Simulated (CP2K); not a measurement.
# BN (F-43m) in CP2K: a series of runs, part 3 of 4

CP2K 2026.2.

## (4) Band structure, PBE

bn_bands.inp

```
&GLOBAL
  PROJECT bn_bands
  RUN_TYPE ENERGY_FORCE
  PRINT_LEVEL LOW
&END GLOBAL
&FORCE_EVAL
  METHOD QS
  STRESS_TENSOR ANALYTICAL
  &DFT
    BASIS_SET_FILE_NAME BASIS_MOLOPT_UZH
    POTENTIAL_FILE_NAME POTENTIAL_UZH
    &MGRID
      CUTOFF 450
      REL_CUTOFF 60
      NGRIDS 4
    &END MGRID
    &QS
      METHOD GPW
      EPS_DEFAULT 1.0E-10
    &END QS
    &KPOINTS
      SCHEME MONKHORST-PACK 13 13 13
      GAMMA_CENTERED T
      SYMMETRY T
      SYMMETRY_BACKEND SPGLIB
    &END KPOINTS
    &SCF
      SCF_GUESS ATOMIC
      EPS_SCF 1.0E-6
      MAX_SCF 100
      ADDED_MOS 10
      CHOLESKY OFF
      EPS_EIGVAL 1.0E-7
      &DIAGONALIZATION ON
        ALGORITHM STANDARD
      &END DIAGONALIZATION
      &MIXING ON
        METHOD BROYDEN_MIXING
        ALPHA 0.4
        BETA 1.5
        NBUFFER 8
      &END MIXING
      &SMEAR ON
        METHOD FERMI_DIRAC
        ELECTRONIC_TEMPERATURE [K] 580.226
      &END SMEAR
    &END SCF
    &XC
      &XC_FUNCTIONAL PBE
      &END XC_FUNCTIONAL
    &END XC
    &PRINT
      &KPOINTS ON
      &END KPOINTS
      &MULLIKEN ON
      &END MULLIKEN
      &MO ON
        ENERGIES T
        OCCUPATION_NUMBERS T
        &EACH
          QS_SCF 0
        &END EACH
        ADD_LAST NUMERIC
      &END MO
      &BAND_STRUCTURE
        FILE_NAME bands.bs
        ADDED_MOS 2
        &KPOINT_SET
          UNITS B_VECTOR
          NPOINTS 10
          SPECIAL_POINT GAMMA 0.00000000 0.00000000 0.00000000
          SPECIAL_POINT X 0.50000000 0.00000000 0.50000000
          SPECIAL_POINT W 0.50000000 0.25000000 0.75000000
          SPECIAL_POINT K 0.37500000 0.37500000 0.75000000
          SPECIAL_POINT GAMMA 0.00000000 0.00000000 0.00000000
          SPECIAL_POINT L 0.50000000 0.50000000 0.50000000
          SPECIAL_POINT U 0.62500000 0.25000000 0.62500000
          SPECIAL_POINT W 0.50000000 0.25000000 0.75000000
          SPECIAL_POINT L 0.50000000 0.50000000 0.50000000
          SPECIAL_POINT K 0.37500000 0.37500000 0.75000000
        &END KPOINT_SET
        &KPOINT_SET
          UNITS B_VECTOR
          NPOINTS 10
          SPECIAL_POINT U 0.62500000 0.25000000 0.62500000
          SPECIAL_POINT X 0.50000000 0.00000000 0.50000000
        &END KPOINT_SET
      &END BAND_STRUCTURE
    &END PRINT
  &END DFT
  &SUBSYS
    &CELL
      ABC 2.5639706028 2.5639706028 2.5639706028
      ALPHA_BETA_GAMMA 59.9999999995 60.0000000003 60.0000000002
      PERIODIC XYZ
    &END CELL
    &COORD
      SCALED
      N   0.2500000000 0.2500000000 0.2500000000
      B   0.0000000000 0.0000000000 0.0000000000
    &END COORD
    &KIND N
      BASIS_SET TZVP-MOLOPT-PBE-GTH-q5
      POTENTIAL GTH-PBE-q5
    &END KIND
    &KIND B
      BASIS_SET TZVP-MOLOPT-PBE-GTH-q3
      POTENTIAL GTH-PBE-q3
    &END KIND
    &PRINT
      &ATOMIC_COORDINATES ON
      &END ATOMIC_COORDINATES
      &CELL ON
      &END CELL
    &END PRINT
  &END SUBSYS
  &PRINT
    &FORCES ON
    &END FORCES
    &STRESS_TENSOR ON
    &END STRESS_TENSOR
  &END PRINT
&END FORCE_EVAL
```

Potentials or basis: POTENTIAL_UZH N GTH-PBE-q5, B GTH-PBE-q3; TZVP-MOLOPT-PBE-GTH basis.

Run with:

```sh
$ OMP_NUM_THREADS=1 cp2k.psmp -i bn_bands.inp -o bn_bands.out
```

bn_bands.out:

```text

 CP2K| version string:                                       CP2K version 2026.2
 CP2K| Input file name                                              bn_bands.inp

 GLOBAL| Force Environment number                                              1
 GLOBAL| Basis set file name                                    BASIS_MOLOPT_UZH
 GLOBAL| Potential file name                                       POTENTIAL_UZH
 GLOBAL| MM Potential file name                                     MM_POTENTIAL
 GLOBAL| Coordinate file name                                      __STD_INPUT__
 GLOBAL| Method name                                                        CP2K
 GLOBAL| Project name                                                   bn_bands
 GLOBAL| Run type                                                   ENERGY_FORCE
 GLOBAL| FFT library                                                       FFTW3
[... 8 lines left out ...]
 GLOBAL| CPU model name                                                  UNKNOWN

 CELL| Volume [angstrom^3]:                                            11.918569
 CELL| Vector a [angstrom]:       2.564     0.000     0.000   |a| =     2.563971
 CELL| Vector b [angstrom]:       1.282     2.220     0.000   |b| =     2.563971
 CELL| Vector c [angstrom]:       1.282     0.740     2.093   |c| =     2.563971
 CELL| Angle (b,c), alpha [degree]:                                    60.000000
 CELL| Angle (a,c), beta  [degree]:                                    60.000000
 CELL| Angle (a,b), gamma [degree]:                                    60.000000
 CELL| Numerically orthorhombic:                                              NO
 CELL| Periodicity                                                           XYZ

 CELL_REF| Volume [angstrom^3]:                                        11.918569
 CELL_REF| Vector a [angstrom     2.564     0.000     0.000   |a| =     2.563971
 CELL_REF| Vector b [angstrom     1.282     2.220     0.000   |b| =     2.563971
 CELL_REF| Vector c [angstrom     1.282     0.740     2.093   |c| =     2.563971
 CELL_REF| Angle (b,c), alpha [degree]:                                60.000000
 CELL_REF| Angle (a,c), beta  [degree]:                                60.000000
 CELL_REF| Angle (a,b), gamma [degree]:                                60.000000
 CELL_REF| Numerically orthorhombic:                                          NO
 CELL_REF| Periodicity                                                       XYZ
[... 9 lines left out ...]
 TOTAL NUMBERS AND MAXIMUM NUMBERS

  Total number of            - Atomic kinds:                                   2
                             - Atoms:                                          2
                             - Shell sets:                                     2
                             - Shells:                                        14
                             - Primitive Cartesian functions:                 10
                             - Cartesian basis functions:                     36
                             - Spherical basis functions:                     34

  Maximum angular momentum of- Orbital basis functions:                        2
                             - Local part of the GTH pseudopotential:          2
                             - Non-local part of the GTH pseudopotential:      0

 MODULE QUICKSTEP: ATOMIC COORDINATES IN ANGSTROM

   Atom Kind Element         X             Y             Z       Z(eff)     Mass
      1    1 N     7      1.281985      0.740155      0.523368   5.0000  14.0067
      2    2 B     5      0.000000      0.000000      0.000000   3.0000  10.8110

 SCF PARAMETERS         Density guess:                                    ATOMIC
[... 9 lines left out ...]
                        --------------------------------------------------------
                        level_shift [a.u.]:                             0.000000
                        added MOs                                        10    0
                        --------------------------------------------------------
[... 99 lines left out ...]
  Total charge density on r-space grids:       -0.0000000004
  Total charge density g-space grids:          -0.0000000004

  Overlap energy of the core charge distribution:               0.00000009384310
  Self energy of the core charge distribution:                -30.90191424091751
  Core Hamiltonian energy:                                      9.54285320834676
  Hartree energy:                                              12.20545084552645
  Exchange-correlation energy:                                 -3.71932355021800
  Electronic entropic energy:                                  -0.00000000000000
  Fermi energy:                                                 0.42042445278338

  Total energy:                                               -12.87293364341920
  Total energy (extrapolated to T->0):                        -12.87293364341920

 MO| EIGENVALUES AND OCCUPATION NUMBERS FOR K POINT 1
 MO|
 MO|  Index      Eigenvalue [a.u.]        Eigenvalue [eV]             Occupation
 MO|      1              -0.259128              -7.051235               2.000000
 MO|      2              -0.050613              -1.377252               2.000000
 MO|      3               0.261703               7.121297               2.000000
 MO|      4               0.261703               7.121299               2.000000
 MO|      5               0.702195              19.107696               0.000000
 MO|      6               0.724589              19.717066               0.000000
 MO|      7               0.724589              19.717076               0.000000
 MO|      8               0.909536              24.749721               0.000000
 MO|      9               1.224525              33.321016               0.000000
 MO|     10               1.377992              37.497058               0.000000
 MO|     11               1.378010              37.497556               0.000000
 MO|     12               1.435810              39.070390               0.000000
 MO|     13               1.741513              47.388968               0.000000
[... 263 lines left out ...]
 MO|      4               0.265549               7.225966               2.000000
 MO|      5               0.710585              19.335996               0.000000
 MO|      6               0.725211              19.734002               0.000000
 MO|      7               0.730603              19.880711               0.000000
 MO|      8               0.889985              24.217730               0.000000
 MO|      9               1.179516              32.096262               0.000000
 MO|     10               1.294534              35.226062               0.000000
 MO|     11               1.331781              36.239616               0.000000
 MO|     12               1.455810              39.614618               0.000000
 MO|     13               1.770557              48.179308               0.000000
 MO|     14               1.833831              49.901078               0.000000
 MO| Sum:                                                               8.000000
 MO| E(Fermi):            0.420424 a.u.         11.440331 eV
 MO| Band gap:            0.445035 a.u.         12.110029 eV

 [... the levels of further k-points ...]

 !-----------------------------------------------------------------------------!
                     Mulliken Population Analysis

 #  Atom  Element  Kind  Atomic population                           Net charge
       1     N        1          5.663716                             -0.663716
       2     B        2          2.336284                              0.663716
 # Total charge                              8.000000                 -0.000000

 !-----------------------------------------------------------------------------!

 KPOINTS| Band Structure Calculation
 KPOINTS| Number of k-point sets                                               2
 KPOINTS| Number of added MOs/bands                                            2
 KPOINTS| Number of k-points in set    1                                      91
 KPOINTS| In units of b-vector [2pi/Bohr]
 KPOINTS| Special point     1       GAMMA     0.000000     0.000000     0.000000
 KPOINTS| Special point     2           X     0.500000     0.000000     0.500000
 KPOINTS| Special point     3           W     0.500000     0.250000     0.750000
 KPOINTS| Special point     4           K     0.375000     0.375000     0.750000
 KPOINTS| Special point     5       GAMMA     0.000000     0.000000     0.000000
 KPOINTS| Special point     6           L     0.500000     0.500000     0.500000
 KPOINTS| Special point     7           U     0.625000     0.250000     0.625000
 KPOINTS| Special point     8           W     0.500000     0.250000     0.750000
 KPOINTS| Special point     9           L     0.500000     0.500000     0.500000
 KPOINTS| Special point    10           K     0.375000     0.375000     0.750000
 KPOINTS| Number of k-points in set    2                                      11
 KPOINTS| In units of b-vector [2pi/Bohr]
 KPOINTS| Special point     1           U     0.625000     0.250000     0.625000
 KPOINTS| Special point     2           X     0.500000     0.000000     0.500000

 ENERGY| Total FORCE_EVAL ( QS ) energy [hartree]            -12.872933652594782

 FORCES| Atomic forces [hartree/bohr]
 FORCES|   Atom     x               y               z               |f|
 FORCES|      1 -1.82908767E-05  6.47110720E-05 -1.17657265E-04   1.35518674E-04
 FORCES|      2 -3.45318551E-07  1.32364969E-06 -2.42103626E-06   2.78077507E-06
 FORCES| Sum    -1.86361953E-05  6.60347217E-05 -1.20078302E-04
 FORCES| Total atomic force                                       1.38299280E-04

 STRESS| Analytical stress tensor [bar]
 STRESS|                        x                   y                   z
 STRESS|      x        5.50642338986E+03   5.86574946475E+00   3.69585675703E+00
 STRESS|      y        5.86574946475E+00   5.51381065598E+03  -1.51611454797E+00
 STRESS|      z        3.69585675703E+00  -1.51611454797E+00   5.48653396878E+03
 STRESS| 1/3 Trace                                             5.50225600487E+03
 STRESS| Determinant                                           1.66578443749E+11

 STRESS| Eigenvectors and eigenvalues of the analytical stress tensor [bar]
 STRESS|                        1                   2                   3
 STRESS| Eigenvalues   5.48563023445E+03   5.50408178480E+03   5.51705599537E+03
 STRESS|      x          -0.199891541081      0.850139220777      0.487141331752
 STRESS|      y           0.094078317984     -0.478225607055      0.873183565376
 STRESS|      z           0.975291054962      0.220371445642      0.015613585636
```

Wall time 90 s (1 thread of Arm Neoverse V2, shared host); peak memory 0.23 GiB.

What came out:

```
Free energy             : -350.2903 eV
Pressure                : 0.6 GPa
Band gap on the k mesh  : 4.55 eV, indirect (least direct gap 8.74 eV)
Band gap along the path : 4.48 eV, indirect (least direct gap 8.74 eV)
Mulliken charges        : N -0.66; B +0.66 e
```

Levels at the corners of the path, in eV from the valence-band top:
| point | band 1 | band 2 | band 3 | band 4 | band 5 | band 6 | band 7 | band 8 | band 9 |
| --- | --- | --- | --- | --- | --- | --- | --- | --- | --- |
| Γ | -20.13 | 0.00 | 0.00 | 0.00 | 8.74 | 8.74 | 8.74 | 10.57 | 26.70 |
| X | -14.59 | -8.85 | -4.87 | -4.87 | 4.48 | 9.33 | 17.77 | 17.77 | 20.70 |
| W | -14.28 | -7.54 | -6.90 | -6.45 | 9.61 | 13.21 | 14.48 | 14.57 | 19.21 |
| K | -14.51 | -8.07 | -7.59 | -4.05 | 6.92 | 12.85 | 15.74 | 16.56 | 18.64 |
| Γ | -20.13 | 0.00 | 0.00 | 0.00 | 8.74 | 8.74 | 8.74 | 10.57 | 26.70 |
| L | -15.94 | -10.61 | -1.93 | -1.93 | 10.09 | 10.69 | 10.69 | 15.80 | 24.29 |
| U | -14.51 | -8.07 | -7.59 | -4.05 | 6.92 | 12.85 | 15.74 | 16.56 | 18.64 |
| W | -14.28 | -7.54 | -6.90 | -6.45 | 9.61 | 13.21 | 14.48 | 14.57 | 19.21 |
| L | -15.94 | -10.61 | -1.93 | -1.93 | 10.09 | 10.69 | 10.69 | 15.80 | 24.29 |
| K | -14.51 | -8.07 | -7.59 | -4.05 | 6.92 | 12.85 | 15.74 | 16.56 | 18.64 |
| U | -14.51 | -8.07 | -7.59 | -4.05 | 6.92 | 12.85 | 15.74 | 16.56 | 18.64 |
| X | -14.59 | -8.85 | -4.87 | -4.87 | 4.48 | 9.33 | 17.77 | 17.77 | 20.70 |

Caveat: Mulliken charges move with the basis; the basis of atomic orbitals isn't converged, which shifts pressures, moduli and gaps.

(Part 3 of 4 ends here.)
